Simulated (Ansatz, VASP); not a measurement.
**Al2O3: VASP beside Ansatz**

```
Al O
1.0
     2.88432    0.00000    0.00000
    -1.44216    2.49790    0.00000
     0.00000    0.00000    9.33675
Al O
2 3
Direct
  0.00000 0.00000 0.85001
  0.00000 0.00000 0.14999
  0.33333 0.66667 0.77768
  0.66667 0.33333 0.00000
  0.33333 0.66667 0.22232
```

Measurements of this composition are mostly on another form, of space group No. 167.

Alike in both runs: task band structure; functional PBE; k mesh 8 × 8 × 3; occupations fermi-dirac, width 0.05 eV; no spin polarisation.

|  | VASP | Ansatz |
| --- | --- | --- |
| version | VASP 6.6.1 | Ansatz 0.2.0 |
| potentials or method | VASP PAW PBE potentials, release 64 (Al, O_s) | Ansatz PAW |
| plane-wave cutoff (eV) | 900 | 420 |
| valence electrons in the cell | 24 | 24 |

|  | VASP | Ansatz | Ansatz less VASP |
| --- | --- | --- | --- |
| gap on the k mesh at the Fermi level (eV) | 4.76 | 4.80 | +0.038 |
| least direct gap on the mesh (eV) | 4.99 | 5.03 | +0.030 |
| gap along the band path (eV) | 4.75 | 4.79 | +0.040 |
| pressure (GPa) | 0.5 | 0.1 | -0.39 |
| largest component of the traceless stress (GPa) | 0.54 | 0.04 | -0.500 |
| rms of the force components (eV/Å) | 0.027 | 0.022 | -0.0055 |

Atom by atom the forces differ by 0.048 eV/Å (rms over components).

Caveats: the pressure holds a Pulay correction of +0.5 GPa for the finite cutoff (Ansatz).
